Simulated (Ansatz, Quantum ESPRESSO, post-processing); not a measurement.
# LiF(001): dielectric constant from slabs in a field, part 6 of 7

How well do thin films like LiF(001), 5 layers screen a field, with the ions clamped and free?

Quantum ESPRESSO 7.5; plane-wave DFT, PBE, GBRV ultrasoft pseudopotentials; geometry by Ansatz 0.2.0 with PAW datasets.

So far. Step 12 (Relaxed-ion response of the slab in a field, 5 layers): ε = 0.1000 / 0.0104 = 9.57.

## (13) Relaxation with Ansatz, 9 layers

Level of this step: plane-wave DFT, PBE, Ansatz PAW (Ansatz 0.2.0).

System of this step: LiF(001), 9 layers. The cell holds 18 atoms: 9 Li and 9 F. Its edges and angles: a = 2.878 Å, b = 2.878 Å, c = 32.280 Å, α = 90.0°, β = 90.0°, γ = 90.0°. It derives from LiF. Vacuum lies along c.

Contents of input.yaml:

```yaml
crystal:
  lattice:
    - [2.8779245994, 0.0, 0.0]
    - [0.0, 2.8779245994, 0.0]
    - [0.0, 0.0, 32.28]
  atoms:
    - { symbol: Li, position: [0.0, 0.0, 0.2478314746] }
    - { symbol: F, position: [0.5, 0.5, 0.2478314746] }
    - { symbol: Li, position: [0.5, 0.5, 0.3108736059] }
    - { symbol: F, position: [0.0, 0.0, 0.3108736059] }
    - { symbol: Li, position: [0.0, 0.0, 0.3739157373] }
    - { symbol: F, position: [0.5, 0.5, 0.3739157373] }
    - { symbol: Li, position: [0.5, 0.5, 0.4369578686] }
    - { symbol: F, position: [0.0, 0.0, 0.4369578686] }
    - { symbol: Li, position: [0.0, 0.0, 0.5] }
    - { symbol: F, position: [0.5, 0.5, 0.5] }
    - { symbol: Li, position: [0.5, 0.5, 0.5630421314] }
    - { symbol: F, position: [0.0, 0.0, 0.5630421314] }
    - { symbol: Li, position: [0.0, 0.0, 0.6260842627] }
    - { symbol: F, position: [0.5, 0.5, 0.6260842627] }
    - { symbol: Li, position: [0.5, 0.5, 0.6891263941] }
    - { symbol: F, position: [0.0, 0.0, 0.6891263941] }
    - { symbol: Li, position: [0.0, 0.0, 0.7521685254] }
    - { symbol: F, position: [0.5, 0.5, 0.7521685254] }
kpoints:
  mp_grid: { grid: [8, 8, 1] }
hamiltonian:
  xc: pbe
scf:
  occupations: { method: fixed }
  convergence: { dr2_threshold: 1.0e-09 }
efield:
  axis: 3
  dipole_correction: true
  ramp_position: 0.97
  ramp_width: 0.04
relax:
  f_tol: 0.003
output:
  write_potential: true
  write_density: true
  volumetric_format: npy
```

Command:

```bash
> ansatz run input.yaml --threads 8 --pin off --max-ram 16384MiB --backend cpu --events-out ev --progress --plain --runs-dir out
```

Numbers of over 12 decimals in the logs are rounded to 6 here.

Log:

```text
[...]
Crystal: 18 atoms, lattice volume = 267.357 Å³
Basis set: ecut = 420 eV, 5191 PW (Γ), exchange–correlation on 40×40×432 points (8 copies of the dense FFT grid, shifted against one another)
Bands: 63, of which v1, the nominal top of the filled ones, is band 45 counted from 1 (44 counted from 0)
Symmetry: 8 space group operations
k-points: 15 of 64
[...]
- { symbol: F, position: [0.5, 0.5, 0.500000] }
    - { symbol: Li, position: [0.5, 0.5, 0.563019] }
    - { symbol: F, position: [0, 0.0, 0.563010] }
    - { symbol: Li, position: [0, 0.0, 0.625978] }
    - { symbol: F, position: [0.5, 0.5, 0.626044] }
    - { symbol: Li, position: [0.5, 0.5, 0.689332] }
    - { symbol: F, position: [0, 0.0, 0.688937] }
    - { symbol: Li, position: [0, 0.0, 0.750453] }
    - { symbol: F, position: [0.5, 0.5, 0.752580] }
[key lines of the parts left out:]
SCF converged after 7 iterations
Free energy (F): -9145.229539 eV
Fermi energy:    -2.812218 eV
Dipole field:    D = 0.000001 V/Å  (p = 0.000002 e·Å, saw-weighted, corrected)
Work function:   Φ+ = 7.6618 eV   Φ− = 7.6617 eV
```

The job ended after 9.9 s (8 threads of Arm Neoverse V2, shared host; peak memory 0.96 GiB; 72 s of CPU time).

The steps of the relaxation:

```
step  energy less that of the first step (eV)  largest force component (eV/Å)
   1                                   0.0000                          0.3228
   2                                  -0.0195                          0.1016
   3                                  -0.0216                          0.0326
   4                                  -0.0220                          0.0016
```

Forces are held to the 8 operations that the run works with; a distortion that breaks them can't arise in this run.

The atoms that moved most (Å):

```
atom     dx     dy      dz  length
Li17  0.000  0.000  -0.055   0.055
 Li1  0.000  0.000   0.055   0.055
 F18  0.000  0.000   0.013   0.013
  F2  0.000  0.000  -0.013   0.013
 Li3  0.000  0.000  -0.007   0.007
Li15  0.000  0.000   0.007   0.007
  F4  0.000  0.000   0.006   0.006
 F16  0.000  0.000  -0.006   0.006
```

Final coordinates:

```cif
data_structure
_symmetry_space_group_name_H-M 'P 1'
_symmetry_Int_Tables_number 1
_cell_length_a 2.8779
_cell_length_b 2.8779
_cell_length_c 32.2800
_cell_angle_alpha 90.000
_cell_angle_beta 90.000
_cell_angle_gamma 90.000
_cell_volume 267.36
loop_
_atom_site_label
_atom_site_type_symbol
_atom_site_fract_x
_atom_site_fract_y
_atom_site_fract_z
_atom_site_occupancy
Li1 Li 0.00000 0.00000 0.24955 1
F2 F 0.50000 0.50000 0.24742 1
Li3 Li 0.50000 0.50000 0.31067 1
F4 F 0.00000 0.00000 0.31106 1
Li5 Li 0.00000 0.00000 0.37402 1
F6 F 0.50000 0.50000 0.37396 1
Li7 Li 0.50000 0.50000 0.43698 1
F8 F 0.00000 0.00000 0.43699 1
Li9 Li 0.00000 0.00000 0.50000 1
F10 F 0.50000 0.50000 0.50000 1
Li11 Li 0.50000 0.50000 0.56302 1
F12 F 0.00000 0.00000 0.56301 1
Li13 Li 0.00000 0.00000 0.62598 1
F14 F 0.50000 0.50000 0.62604 1
Li15 Li 0.50000 0.50000 0.68933 1
F16 F 0.00000 0.00000 0.68894 1
Li17 Li 0.00000 0.00000 0.75045 1
F18 F 0.50000 0.50000 0.75258 1
```

The relaxation lowers the energy by 1 meV an atom.

Read from the output:

```
free energy                                                     : -9145.2295 eV
gap by band count                                               : 6.842 eV
dipole along the normal                                         : 2.05e-6 e·Å
valence top, on the run's zero                                  : -2.812 eV
vacuum level at the upper face over the valence top of the mesh : 7.662 eV
vacuum level at the lower face over the valence top of the mesh : 7.662 eV
```

## (14) Ground state, 9 layers: no field

Level of this step: plane-wave DFT, PBE, GBRV ultrasoft pseudopotentials (Quantum ESPRESSO 7.5).

Contents of n9.f0.in:

```
&control
  prefix = 'n9.f0'
  outdir = './out'
  pseudo_dir = './pseudo'
  calculation = 'scf'
  tprnfor = .true.
  tefield = .true.
  dipfield = .true.
/
&system
  ibrav = 0
  nat = 18
  ntyp = 2
  ecutwfc = 40
  ecutrho = 200
  occupations = 'fixed'
  edir = 3
  emaxpos = 0.97
  eopreg = 0.04
  eamp = 0.0
/
&electrons
  conv_thr = 1e-10
  mixing_beta = 0.5
  electron_maxstep = 120
/
ATOMIC_SPECIES
  Li  6.9400  li_pbe_v1.4.uspp.F.UPF
  F   18.9984  f_pbe_v1.4.uspp.F.UPF
CELL_PARAMETERS angstrom
  2.87792459940000 0.00000000000000 0.00000000000000
  0.00000000000000 2.87792459940000 0.00000000000000
  0.00000000000000 0.00000000000000 32.28000000000000
ATOMIC_POSITIONS crystal
  Li  -0.000000000000 0.000000000000 0.249547222534
  F   0.500000000000 0.500000000000 0.247420279583
  Li  0.500000000000 0.500000000000 0.310668480929
  F   -0.000000000000 0.000000000000 0.311062708602
  Li  -0.000000000000 0.000000000000 0.374022207384
  F   0.500000000000 0.500000000000 0.373955793730
  Li  0.500000000000 0.500000000000 0.436980775591
  F   0.000000000000 0.000000000000 0.436990484551
  Li  0.000000000000 0.000000000000 0.499999995658
  F   0.500000000000 0.500000000000 0.500000003847
  Li  0.500000000000 0.500000000000 0.563019215524
  F   0.000000000000 0.000000000000 0.563009523889
  Li  0.000000000000 0.000000000000 0.625977784227
  F   0.500000000000 0.500000000000 0.626044216657
  Li  0.500000000000 0.500000000000 0.689331509748
  F   -0.000000000000 0.000000000000 0.688937298689
  Li  -0.000000000000 0.000000000000 0.750452767598
  F   0.500000000000 0.500000000000 0.752579731257
K_POINTS automatic
  8 8 1 0 0 0
```

Command:

```bash
> OMP_NUM_THREADS=1 mpirun -n 8 pw.x -nk 4 -in n9.f0.in > n9.f0.out
```

Log:

```text
[banner, memory and clock lines left out]
Program PWSCF v.7.5 starts
[...]
number of electrons       =        90.00
     number of Kohn-Sham states=           45
     kinetic-energy cutoff     =      40.0000  Ry
     charge density cutoff     =     200.0000  Ry
[...]
number of k points=    34
[...]
Dense  grid:    86331 G-vectors     FFT dimensions: (  25,  25, 288)
[...]
negative rho (up, down):  4.297E-04 0.000E+00
[...]
Starting wfcs are   81 randomized atomic wfcs
[...]
negative rho (up, down):  1.125E-04 0.000E+00
[...]
estimated scf accuracy    <       0.29634864 Ry
[...]
negative rho (up, down):  9.044E-05 0.000E+00
[...]
estimated scf accuracy    <       0.04012436 Ry
[...]
negative rho (up, down):  1.952E-04 0.000E+00
[...]
estimated scf accuracy    <       0.00512987 Ry
[...]
negative rho (up, down):  2.517E-04 0.000E+00
[...]
estimated scf accuracy    <       0.00040178 Ry
[...]
negative rho (up, down):  2.876E-04 0.000E+00
[...]
estimated scf accuracy    <       0.00010056 Ry
[...]
negative rho (up, down):  3.038E-04 0.000E+00
[...]
estimated scf accuracy    <       0.00000392 Ry
[...]
negative rho (up, down):  3.102E-04 0.000E+00
[...]
estimated scf accuracy    <       0.00000830 Ry
[...]
negative rho (up, down):  3.138E-04 0.000E+00
[...]
estimated scf accuracy    <       0.00000029 Ry
[...]
negative rho (up, down):  3.156E-04 0.000E+00
[...]
estimated scf accuracy    <       0.00000018 Ry
[...]
negative rho (up, down):  3.165E-04 0.000E+00
[...]
estimated scf accuracy    <       0.00000001 Ry
[...]
negative rho (up, down):  3.169E-04 0.000E+00
[...]
Total length         58.5603 bohr
[...]
estimated scf accuracy    <          4.5E-10 Ry
[...]
negative rho (up, down):  3.173E-04 0.000E+00
[...]
Computed dipole along edir(3) :
        Dipole                0.0000 Ry au,          0.0000 Debye
        Dipole field          0.0000 Ry au,
        Potential amp.       -0.0000 Ry
        Total length         58.5603 bohr
[...]
highest occupied level (ev):    -2.8853
!    total energy              =    -570.26075702 Ry
     estimated scf accuracy    <          6.4E-11 Ry
[...]
one-electron contribution =   -6891.24672198 Ry
     hartree contribution      =    3468.91796249 Ry
     xc contribution           =    -116.23121131 Ry
     ewald contribution        =    2968.29921377 Ry
     electric field correction =       0.00000000 Ry
     convergence has been achieved in  12 iterations
[...]
Total force =     0.000567     Total SCF correction =     0.000025
[...]
```

Elapsed: 44 s, on 8 MPI ranks; peak memory 0.85 GiB.

Numbers from this step:

- free energy: -7758.7929 eV
- dipole along the normal: 0 e·Å
- valence top, on the run's zero: -2.885 eV

## (15) Potential by pp.x, 9 layers

Contents of n9.f0.pot.in:

```
&inputpp
  prefix = 'n9.f0'
  outdir = './out'
  filplot = 'n9.f0.pot.dat'
  plot_num = 11
/
```

Command:

```bash
> OMP_NUM_THREADS=1 mpirun -n 8 pp.x -in n9.f0.pot.in > n9.f0.pot.out
```

Elapsed: 0.77 s, on 8 MPI ranks; peak memory 0.1 GiB.

Numbers from this step:

- slope of the potential above: 1.28e-5 eV/Å
- upper vacuum line continued to the top atoms, over the valence top: 7.668 eV
- slope of the potential below: -2.04e-5 eV/Å
- lower vacuum line continued to the bottom atoms, over the valence top: 7.668 eV
- vacuum level at the upper face over the valence top of the mesh: 7.668 eV
- vacuum level at the lower face over the valence top of the mesh: 7.668 eV

## (16) Self-consistent run, 9 layers: field 0.1 V/Å

n9.f1.in is the input of step 14 with these lines changed:

```diff
@@ -1,3 +1,3 @@
 &control
-  prefix = 'n9.f0'
+  prefix = 'n9.f1'
   outdir = './out'
@@ -19,3 +19,3 @@
   eopreg = 0.04
-  eamp = 0.0
+  eamp = 0.00194469
 /
```

Command:

```bash
> OMP_NUM_THREADS=1 mpirun -n 8 pw.x -nk 4 -in n9.f1.in > n9.f1.out
```

Log:

```text
[banner, memory and clock lines left out]
Program PWSCF v.7.5 starts
[...]
number of electrons       =        90.00
     number of Kohn-Sham states=           45
     kinetic-energy cutoff     =      40.0000  Ry
     charge density cutoff     =     200.0000  Ry
[...]
number of k points=    34
[...]
Dense  grid:    86331 G-vectors     FFT dimensions: (  25,  25, 288)
[...]
negative rho (up, down):  4.297E-04 0.000E+00
[...]
Starting wfcs are   81 randomized atomic wfcs
[...]
negative rho (up, down):  1.117E-04 0.000E+00
[...]
estimated scf accuracy    <       0.29694751 Ry
[...]
negative rho (up, down):  8.992E-05 0.000E+00
[...]
estimated scf accuracy    <       0.04023525 Ry
[...]
negative rho (up, down):  1.948E-04 0.000E+00
[...]
estimated scf accuracy    <       0.00515778 Ry
[...]
negative rho (up, down):  2.514E-04 0.000E+00
[...]
estimated scf accuracy    <       0.00041167 Ry
[...]
negative rho (up, down):  2.874E-04 0.000E+00
[...]
estimated scf accuracy    <       0.00008505 Ry
[...]
negative rho (up, down):  3.037E-04 0.000E+00
[...]
estimated scf accuracy    <       0.00000596 Ry
[...]
negative rho (up, down):  3.104E-04 0.000E+00
[...]
estimated scf accuracy    <       0.00000710 Ry
[...]
negative rho (up, down):  3.137E-04 0.000E+00
[...]
estimated scf accuracy    <       0.00000014 Ry
[...]
negative rho (up, down):  3.156E-04 0.000E+00
[...]
estimated scf accuracy    <       0.00000053 Ry
[...]
negative rho (up, down):  3.165E-04 0.000E+00
[...]
estimated scf accuracy    <       0.00000003 Ry
[...]
negative rho (up, down):  3.168E-04 0.000E+00
[...]
estimated scf accuracy    <          7.2E-10 Ry
[...]
negative rho (up, down):  3.170E-04 0.000E+00
[...]
estimated scf accuracy    <          9.8E-10 Ry
[...]
negative rho (up, down):  3.173E-04 0.000E+00
[...]
Computed dipole along edir(3) :
        Dipole                0.0836 Ry au,          0.2126 Debye
        Dipole field          0.0006 Ry au,
        E field amplitude [Ha a.u.]:  1.9447E-03
        Potential amp.        0.1595 Ry
        Total length         58.5603 bohr
[...]
highest occupied level (ev):    -2.4649
!    total energy              =    -570.26091969 Ry
     estimated scf accuracy    <          2.8E-11 Ry
[...]
one-electron contribution =   -6891.24507442 Ry
     hartree contribution      =    3468.91631198 Ry
     xc contribution           =    -116.23109443 Ry
     ewald contribution        =    2968.29921377 Ry
     electric field correction =      -0.00027659 Ry
     convergence has been achieved in  13 iterations
[...]
Total force =     0.008452     Total SCF correction =     0.000007
[...]
```

Run time: 48 s. Hardware: 8 MPI ranks; peak memory 0.85 GiB.

This step gave:

```
free energy                    : -7758.7951 eV
dipole along the normal        : 0.04426 e·Å
valence top, on the run's zero : -2.465 eV
```

## (17) Potential by pp.x, 9 layers

Contents of n9.f1.pot.in:

```
&inputpp
  prefix = 'n9.f1'
  outdir = './out'
  filplot = 'n9.f1.pot.dat'
  plot_num = 11
/
```

Command:

```bash
> OMP_NUM_THREADS=1 mpirun -n 8 pp.x -in n9.f1.pot.in > n9.f1.pot.out
```

Wall time 0.81 s (8 MPI ranks); peak memory 0.11 GiB; 5.4 s of CPU time.

Read from the output:

* slope of the potential above: 0.1000 eV/Å
* upper vacuum line continued to the top atoms, over the valence top: 7.602 eV
* slope of the potential below: 0.09998 eV/Å
* lower vacuum line continued to the bottom atoms, over the valence top: 6.939 eV

The slope in the vacuum is 0.100 eV/Å for an applied 0.10 V/Å, as it should be.

## (18) Clamped-ion dielectric constant from the field inside the slab, 9 layers

Numbers from this step:

- polarisability a cell: 6.374 Å³
- sheet polarisability 4πα/A: 9.670 Å
- change of slope inside: 0.04899 eV/Å
- dielectric constant: 2.041

Running mean over one layer period, set to zero at the slab's centre. The change of the potential energy, second field less first by z:

```
z (Å)  change of the potential energy, second field less first (eV)
    0                                                        -0.359
    1                                                        -0.980
    2                                                        -0.930
    3                                                        -0.830
    4                                                        -0.730
    5                                                        -0.630
    6                                                        -0.533
    7                                                        -0.452
    8                                                        -0.396
    9                                                        -0.349
   10                                                        -0.301
   11                                                        -0.252
   12                                                        -0.203
   13                                                        -0.154
   14                                                        -0.105
   15                                                       -0.0559
   16                                                      -0.00686
   17                                                        0.0421
   18                                                        0.0911
   19                                                         0.140
   20                                                         0.189
   21                                                         0.238
   22                                                         0.287
   23                                                         0.336
   24                                                         0.383
   25                                                         0.434
   26                                                         0.509
   27                                                         0.603
   28                                                         0.703
   29                                                         0.803
   30                                                         0.903
   31                                                         0.787
   32                                                       -0.0758
```

ε = 0.1000 / 0.0490 = 2.04.

## (19) By thickness

The sheet polarisability 4πα/A by layers:

```
layers  sheet polarisability 4πα/A (Å)
  5.00                            5.52
  9.00                            9.67
```

The dielectric constant stays at 2.04 for layers from 5 to 9.

[end of part 6 of 7]

[Logs are printed without paths, hosts, clocks, repeated set-up lines and the standing remarks that a program may print on its own settings, such as how far it seeks lower states.]

[Hosts, paths, dates, database ids (printed as entryN), source tags and the programs' standing remarks are cut or masked in the printed files.]

[Maps of the electrostatic potential energy from Ansatz leave out the sawtooth potential of an applied field or a dipole correction, so their vacuum need not be flat; planar profiles and work functions include it.]
